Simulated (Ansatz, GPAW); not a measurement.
Given: the input of a run of Ansatz 0.2.0 on BP. 

The input input.yaml:

```yaml
crystal:
  lattice:
    - [0.0, 2.269, 2.269]
    - [2.269, 0.0, 2.269]
    - [2.269, 2.269, 0.0]
  atoms:
    - { symbol: P, position: [0.25, 0.25, 0.25] }
    - { symbol: B, position: [0.0, 0.0, 0.0] }
hamiltonian:
  xc: pbesol
  pseudopotentials: { kind: paw }
kpoints:
  mp_grid: { grid: [10, 10, 10] }
scf:
  occupations: { method: gaussian, width: 0.1 }
output:
  forces: true
  stress: true
  eigenvalues: true
```

Potentials or basis: Ansatz PAW.

The run is started by

```console
$ ansatz run input.yaml --threads 1 --pin off --max-ram 3584MiB --backend cpu --events-out ev --progress --plain --runs-dir out
```

Task: Translate it to GPAW 26.7.0 (ASE script). Potentials or basis there: PAW data sets generated for this functional, cutoff 800 eV.

Result: As run (cutoffs and basis follow the program's own potentials, and thresholds, step limits or extra output files can differ):

File run.py:

```python
from ase.dft.bandgap import bandgap
from ase.io import read, write
from ase.units import GPa
from gpaw import GPAW, PW, setup_paths

setup_paths.insert(0, '.')

atoms = read('POSCAR')

calc = GPAW(mode=PW(800),
            xc='PBEsol',
            kpts={'size': (10, 10, 10), 'gamma': True},
            occupations={'name': 'methfessel-paxton', 'order': 0, 'width': 0.1},
            nbands=11,
            convergence={'density': 1e-05, 'energy': 1e-05},
            maxiter=150,
            txt='gpaw.txt')
atoms.calc = calc
energy = atoms.get_potential_energy()
forces = atoms.get_forces()
stress = atoms.get_stress()
calc.write('gs.gpw')
write('result.traj', atoms)
print(f'Energy: {energy:.6f} eV')
print('Forces (eV/A):')
print(forces.round(4))
print('Stress (GPa):', (stress / GPa).round(3))
print('Fermi level:', round(calc.get_fermi_level(), 4), 'eV')
print(f'Gap: {bandgap(calc)[0]:.4f} eV, direct: {bandgap(calc, direct=True)[0]:.4f} eV')
```

File POSCAR:

```
BP
1.0
    0.0000000000      2.2690000000      2.2690000000
    2.2690000000      0.0000000000      2.2690000000
    2.2690000000      2.2690000000      0.0000000000
P B
1 1
Direct
    0.2500000000      0.2500000000      0.2500000000
    0.0000000000      0.0000000000      0.0000000000
```

Potentials or basis: PAW data sets generated in the run's folder for this functional, pw.

Launch:

```console
$ gpaw-setup -f PBEsol B P
$ OMP_NUM_THREADS=1 python run.py
```

Both were run:

|  | Ansatz | GPAW |
| --- | --- | --- |
| Pressure | -2.0 GPa | -1.7 GPa |

Ansatz's pressure holds a Pulay term of +0.13 GPa for its cutoff of 420 eV, which the other run lacks.

Ansatz's potentials were made for PBE.

Where Ansatz's input types no cutoff or centring, it takes its own default and a Γ-centred mesh.

Pressure is positive in compression.
